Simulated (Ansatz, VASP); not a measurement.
**Hg2Se in VASP and in Ansatz**

```xyz
3
Lattice="0.0000 3.4899 3.4899 3.4899 0.0000 3.4899 3.4899 3.4899 0.0000" Properties=species:S:1:pos:R:3 pbc="T T T"
Hg    1.7449    1.7449    1.7449
Hg    5.2348    5.2348    5.2348
Se    0.0000    0.0000    0.0000
```

Change from the starting cell: species swapped into the CeH2 type (Fm-3m, No. 225).

Alike in both runs: functional PBE; k mesh 12 × 12 × 12; occupations gaussian, width 0.1 eV; no spin polarisation.

Ansatz relaxed the structure, and its values are those at the end. VASP's run is a single point on that final structure, the one shown.

```csv
,VASP,Ansatz
version,VASP 6.6.1,Ansatz 0.2.0
potentials or method,"VASP PAW PBE potentials, release 64 (Hg, Se)","scalar-relativistic, plane waves, PAW"
plane-wave cutoff (eV),520,420
valence electrons in the cell,30,56
```

Ansatz gave:

| Property | Result |
| --- | --- |
| gap on the k mesh at the Fermi level (eV) | none |
| pressure (GPa) | 0.0 |

Problem. Which values does VASP return?

Solution. gap on the k mesh at the Fermi level (eV): none; pressure (GPa): 0.1.

A gap of «none» marks a metal or a gap that the smearing closes. The two sets of potentials don't hold the same shells in valence.

Spin-orbit coupling is left out, which matters for the levels of Hg.
